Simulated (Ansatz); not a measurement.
Crystal: CoO.

```
CELL_PARAMETERS angstrom
1.60222 0.92504 2.56647
-1.60222 0.92504 2.56647
0.00000 -1.85008 2.56647
ATOMIC_POSITIONS crystal
Co 0.99898 0.99898 0.99898
O 0.75102 0.75102 0.75102
```

Measurements of this composition are mostly on another form, of space group No. 225.

Program: Ansatz 0.2.0. Alike in all runs: potentials or basis all-electron LAPW, scalar-relativistic; cell as given; cutoff (eV) 455; smearing fermi-dirac 0.05 eV; basis error allowed 0.001 eV/atom.

Question: Order these runs on this cell by their pressure, lowest first.
A. level LDA; spin collinear, ferromagnetic start; k mesh 7 × 7 × 7
B. level PBEsol; spin off; k mesh 10 × 10 × 10
C. level PBEsol; spin collinear, ferromagnetic start; k mesh 7 × 7 × 7

Answer: B (-21.7 GPa), A (-15.2 GPa), C (-7.9 GPa).

Caveats: the k mesh is thin for a metal, which can move the energy by tens of meV per atom (some runs); a cell with one magnetic atom can't hold antiferromagnetic order, which such compounds often take (some runs); an odd number of electrons without spin polarisation forces a metal (some runs); a magnetic or distorted state may lie lower (some runs).

Not every run made on this cell is shown here.
